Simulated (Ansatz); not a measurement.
# Se: relaxation (Ansatz)

The command:

```bash
ansatz run input.yaml --threads 2 --pin off --max-ram 3584MiB --backend cpu --events-out ev --progress --plain --runs-dir out
```

The input file (Ansatz 0.2.0, plane waves):

```yaml
crystal:
  lattice:
    - [3.849665, 6.667815, 0.0]
    - [-3.849665, 6.667815, 0.0]
    - [0.0, 0.0, 4.672333]
  atoms:
    - { symbol: Se, position: [0.7727, 0.534, 0.6105] }
    - { symbol: Se, position: [0.6933, 0.7727, 0.27717] }
    - { symbol: Se, position: [0.534, 0.6933, 0.94383] }
    - { symbol: Se, position: [0.3067, 0.466, 0.3895] }
    - { symbol: Se, position: [0.466, 0.2273, 0.72283] }
    - { symbol: Se, position: [0.2273, 0.3067, 0.05617] }
    - { symbol: Se, position: [0.8755, 0.1245, 0.16667] }
    - { symbol: Se, position: [0.0, 0.8755, 0.83334] }
    - { symbol: Se, position: [0.1245, 0.0, 0.5] }
  symmetry: { tolerance: 0.0003 }
kpoints:
  mp_grid: { grid: [4, 4, 6], shift: [0, 0, 0] }
magnetization:
  spin_polarized: false
scf:
  occupations: { method: methfessel_paxton, width: 0.0121 }
  lower_state_search: "off"
hamiltonian:
  pseudopotentials: { kind: paw }
  xc: pbe
basis:
  ecutwfc: 420
  fft_grid_basis: typed
relax:
  max_steps: 80
  cell: { p_target: 0.0 }
output:
  forces: true
  stress: true
  eigenvalues: true
  bader: true
  populations: true
  elf: true
  write_potential: true
  volumetric_format: npy
  dos:
    e_range: [-12, 8]
    de: 0.05
    projected: { site_lists: { Se: [Se] } }
checkpoint:
  read: saved_state
```

Origin of the cell: a known structure type with other elements, at an estimated volume, so it need not be a known compound.

The saved state is a converged single point of the same cell.

Steps («new basis» is an SCF on plane waves selected anew at the same cell):

```
step  ΔF (meV/atom)  max force component (eV/Å)  P (GPa)  volume (Å³)  SCF iterations   step was
   1            0.0                       2.053     9.66       239.87               5   accepted
   2         -116.2                       0.179     1.29       268.46               6   accepted
   3         -122.1                       0.090     0.45       284.14               7   accepted
   4         -124.6                       0.071    -0.16       299.78               7   accepted
   5         -124.9                       0.023    -0.06       302.76               6   accepted
   6         -125.0                       0.013     0.01       305.14               6   accepted
   7         -125.3                       0.019     0.09       302.96               8   accepted
   8         -125.3                       0.010    -0.02       304.63               6   accepted
   9         -125.3                       0.001     0.00       304.78               7   accepted
  10         -125.9                       0.002     0.03       304.78               7  new basis
```

Step 1, with forces in eV/Å:

```xyz
9
Lattice="3.850 6.668 0.000 -3.850 6.668 0.000 0.000 0.000 4.672" Properties=species:S:1:pos:R:3:forces:R:3 pbc="T T T" step=1
Se    0.919    8.713    2.852    2.053   -0.403   -0.024
Se   -0.306    9.775    1.295   -0.678    1.979   -0.024
Se   -0.613    8.183    4.410   -1.375   -1.577   -0.024
Se   -0.613    5.152    1.820   -1.375    1.577    0.024
Se    0.919    4.623    3.377    2.053    0.403    0.024
Se   -0.306    3.561    0.262   -0.678   -1.979    0.024
Se    2.891    6.668    0.779   -1.794    0.000    0.000
Se   -3.370    5.838    3.894    0.897   -1.554    0.000
Se    0.479    0.830    2.336    0.897    1.554    0.000
```

Step 2, with forces in eV/Å:

```xyz
9
Lattice="3.977 6.888 0.000 -3.977 6.888 0.000 0.000 0.000 4.900" Properties=species:S:1:pos:R:3:forces:R:3 pbc="T T T" step=2
Se    0.962    8.997    2.976    0.179   -0.026   -0.016
Se   -0.319   10.111    1.343   -0.067    0.168   -0.016
Se   -0.643    8.445    4.609   -0.112   -0.142   -0.016
Se   -0.643    5.332    1.924   -0.112    0.142    0.016
Se    0.962    4.779    3.557    0.179    0.026    0.016
Se   -0.319    3.666    0.290   -0.067   -0.168    0.016
Se    2.980    6.888    0.817   -0.122    0.000    0.000
Se   -3.479    6.025    4.083    0.061   -0.106    0.000
Se    0.498    0.863    2.450    0.061    0.106    0.000
```

Step 3, with forces in eV/Å:

```xyz
9
Lattice="4.070 7.049 0.000 -4.070 7.049 0.000 0.000 0.000 4.952" Properties=species:S:1:pos:R:3:forces:R:3 pbc="T T T" step=3
Se    0.960    9.216    2.857    0.090    0.009    0.014
Se   -0.321   10.322    1.207   -0.052    0.073    0.014
Se   -0.639    8.660    4.508   -0.037   -0.082    0.014
Se   -0.639    5.439    2.095   -0.037    0.082   -0.014
Se    0.960    4.883    3.745    0.090   -0.009   -0.014
Se   -0.321    3.777    0.444   -0.052   -0.073   -0.014
Se    3.078    7.049    0.825   -0.036    0.000    0.000
Se   -3.574    6.190    4.127    0.018   -0.031    0.000
Se    0.496    0.859    2.476    0.018    0.031    0.000
```

Step 4, with forces in eV/Å:

```xyz
9
Lattice="4.174 7.229 0.000 -4.174 7.229 0.000 0.000 0.000 4.968" Properties=species:S:1:pos:R:3:forces:R:3 pbc="T T T" step=4
Se    0.964    9.463    2.978   -0.035    0.020   -0.005
Se   -0.330   10.561    1.322    0.000   -0.040   -0.005
Se   -0.634    8.891    4.634    0.035    0.021   -0.005
Se   -0.634    5.566    1.990    0.035   -0.021    0.005
Se    0.964    4.995    3.646   -0.035   -0.020    0.005
Se   -0.330    3.896    0.334    0.000    0.040    0.005
Se    3.182    7.229    0.828    0.071    0.000    0.000
Se   -3.678    6.370    4.140   -0.035    0.061    0.000
Se    0.496    0.859    2.484   -0.035   -0.061    0.000
```

Step 5, with forces in eV/Å:

```xyz
9
Lattice="4.201 7.276 0.000 -4.201 7.276 0.000 0.000 0.000 4.953" Properties=species:S:1:pos:R:3:forces:R:3 pbc="T T T" step=5
Se    0.966    9.530    2.942   -0.017    0.017   -0.002
Se   -0.335   10.623    1.291   -0.006   -0.023   -0.002
Se   -0.631    8.950    4.593    0.023    0.007   -0.002
Se   -0.631    5.601    2.011    0.023   -0.007    0.002
Se    0.966    5.021    3.662   -0.017   -0.017    0.002
Se   -0.335    3.929    0.360   -0.006    0.023    0.002
Se    3.210    7.276    0.826    0.023    0.000    0.000
Se   -3.705    6.418    4.128   -0.012    0.020    0.000
Se    0.495    0.858    2.477   -0.012   -0.020    0.000
```

Step 7, with forces in eV/Å:

```xyz
9
Lattice="4.206 7.284 0.000 -4.206 7.284 0.000 0.000 0.000 4.945" Properties=species:S:1:pos:R:3:forces:R:3 pbc="T T T" step=7
Se    0.976    9.619    2.888    0.017   -0.005   -0.001
Se   -0.407   10.604    1.239   -0.004    0.017   -0.001
Se   -0.569    8.914    4.536   -0.013   -0.012   -0.001
Se   -0.569    5.655    2.057   -0.013    0.012    0.001
Se    0.976    4.949    3.705    0.017    0.005    0.001
Se   -0.407    3.965    0.409   -0.004   -0.017    0.001
Se    3.217    7.284    0.824   -0.019    0.000    0.000
Se   -3.711    6.428    4.120    0.009   -0.016    0.000
Se    0.494    0.856    2.472    0.009    0.016    0.000
```

Step 10, with forces in eV/Å:

```xyz
9
Lattice="4.217 7.303 0.000 -4.217 7.303 0.000 0.000 0.000 4.948" Properties=species:S:1:pos:R:3:forces:R:3 pbc="T T T" step=10
Se    0.975    9.635    2.885   -0.002    0.000    0.000
Se   -0.398   10.634    1.235    0.001   -0.002    0.000
Se   -0.577    8.945    4.534    0.001    0.002    0.000
Se   -0.577    5.662    2.064    0.001   -0.002    0.000
Se    0.975    4.972    3.713   -0.002    0.000    0.000
Se   -0.398    3.973    0.414    0.001    0.002    0.000
Se    3.228    7.303    0.825    0.001    0.000    0.000
Se   -3.722    6.447    4.124   -0.001    0.001    0.000
Se    0.494    0.856    2.474   -0.001   -0.001    0.000
```

```yaml
Free_energy_lowered_by: 125.9 meV/atom
Volume_change: 27.06 %
Final_pressure: 0.03 GPa
Relaxation_steps_listed: 10
Formation_energy_elements_under_the_same_functional_gases_as_molecules_uncorrected: 0.022 eV/atom
Gap_on_the_mesh: 1.33 eV
```

Caveats: the relaxation held the start's symmetry, so the end may be a saddle point.

Time: 5.6 min on 2 threads of Arm Neoverse V1 (shared host), peak memory 0.77 GiB, from a saved density.
